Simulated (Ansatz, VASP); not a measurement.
**InPd: VASP beside Ansatz**

Contents of INCAR:

```
SYSTEM = InPd
PREC = Accurate ; ENCUT = 520
EDIFF = 1E-6 ; ISMEAR = -1
SIGMA = 0.03 ; LREAL = .False.
LASPH = .True. ; NELM = 60
ALGO = Normal ; ISIF = 2
LWAVE = .False. ; LCHARG = .True.
GGA = CA ; LELF = .True.
LVHAR = .True. ; NBANDS = 18
```

File KPOINTS:

```
regular mesh
0
Gamma
  13 13 13
  0 0 0
```

POSCAR

```
InPd
1.0
    3.3360556752      0.0000000000      0.0000000000
    0.0000000000      3.3360556752      0.0000000000
    0.0000000000      0.0000000000      3.3360556752
In Pd
1 1
Direct
    0.0000000000      0.0000000000      0.0000000000
    0.5000000000      0.5000000000      0.5000000000
```

Input for Ansatz:

```yaml
crystal:
  lattice:
    - [3.3360556752, 0.0, 0.0]
    - [0.0, 3.3360556752, 0.0]
    - [0.0, 0.0, 3.3360556752]
  atoms:
    - { symbol: In, position: [0.0, 0.0, 0.0] }
    - { symbol: Pd, position: [0.5, 0.5, 0.5] }
kpoints:
  mp_grid: { grid: [13, 13, 13] }
scf:
  occupations: { method: fermi_dirac, width: 0.03 }
hamiltonian:
  xc: lda
  pseudopotentials: { kind: all_electron, lapw: { basis_error: 0.001 } }
output:
  forces: true
  stress: true
  eigenvalues: true
```

Change from the starting cell: volume scaled by 1.06.

Alike in both runs: task single point; functional LDA; k mesh 13 × 13 × 13; occupations fermi-dirac, width 0.03 eV; no spin polarisation.

```csv
,VASP,Ansatz
version,VASP 6.6.1,Ansatz 0.2.0
potentials or method,"VASP PAW LDA potentials, release 64 (In_d, Pd)","all-electron LAPW, scalar-relativistic"
plane-wave cutoff (eV),520,see its input
```

|  | VASP | Ansatz | Ansatz less VASP |
| --- | --- | --- | --- |
| pressure (GPa) | -11.7 | -12.0 | -0.25 |

Ansatz ran all-electron here, so the differences hold the error of VASP's frozen core and of both bases.
